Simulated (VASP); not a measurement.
# From VASP inputs to Ansatz: Si (strained diamond)

INCAR

```
LREAL = .FALSE.
NSW = 0
SIGMA = 0.02
EDIFF = 1E-7
GGA = PE
PREC = Accurate
LWAVE = .FALSE.
LCHARG = .FALSE.
NELM = 120
ENCUT = 520
ISIF = 2
ISMEAR = -1
NBANDS = 11
LASPH = .TRUE.
IBRION = -1
```

KPOINTS

```
KPOINTS created by Atomic Simulation Environment
0
Gamma
8 8 8
0 0 0
```

KPOINTS_OPT

```
special points
7
Reciprocal
0.0000000000 0.0000000000 0.0000000000 1
0.5000000000 0.0000000000 0.5000000000 1
0.6250000000 0.2500000000 0.6250000000 1
0.3750000000 0.3750000000 0.7500000000 1
0.5000000000 0.5000000000 0.5000000000 1
0.5000000000 0.2500000000 0.7500000000 1
0.4088540000 0.4088540000 0.0000000000 1
```

POSCAR

```
Si
 1.0000000000000000
     0.0000000000000000    2.8310036514000001    2.6414737678000000
     2.8310036514000001    0.0000000000000000    2.6414737678000000
     2.8310036514000001    2.8310036514000001    0.0000000000000000
 Si
   2
Cartesian
  0.0000000000000000  0.0000000000000000  0.0000000000000000
  1.4155018257000000  1.4155018257000000  1.3207368839000000
```

VASP ran with the recommended PBE PAW datasets (8 valence electrons in the cell).

**Question.** Translate these files to an Ansatz input.

**Answer.** 

```yaml
crystal:
  lattice:
    - [0.0, 2.8310036514, 2.6414737678]
    - [2.8310036514, 0.0, 2.6414737678]
    - [2.8310036514, 2.8310036514, 0.0]
  atoms:
    - { symbol: Si, position: [0.0, 0.0, 0.0] }
    - { symbol: Si, position: [0.25, 0.25, 0.25] }
kpoints:
  mp_grid: { grid: [8, 8, 8] }
  band_path:
    path:
      - [0.0, 0.0, 0.0]
      - [0.5, 0.0, 0.5]
      - [0.625, 0.25, 0.625]
      - [0.375, 0.375, 0.75]
      - [0.5, 0.5, 0.5]
      - [0.5, 0.25, 0.75]
      - [0.408854, 0.408854, 0.0]
    npoints: 1
hamiltonian:
  xc: pbe
scf:
  occupations: { method: fermi_dirac, width: 0.02 }
  n_extra_bands: 4
output:
  forces: true
  stress: true
  eigenvalues: true
```

Other inputs would serve too.

```
                                                        VASP                             Ansatz
gap between bands v and c  -0.02 eV (bands overlap: a metal)  -0.03 eV (bands overlap: a metal)
         least direct gap                            2.07 eV                            2.07 eV
                 pressure                           -3.0 GPa                           -2.9 GPa
```

Each program uses its own PAW datasets. VASP's cell holds 8 valence electrons and Ansatz's 8. Ansatz's stress includes a Pulay correction; VASP's doesn't.
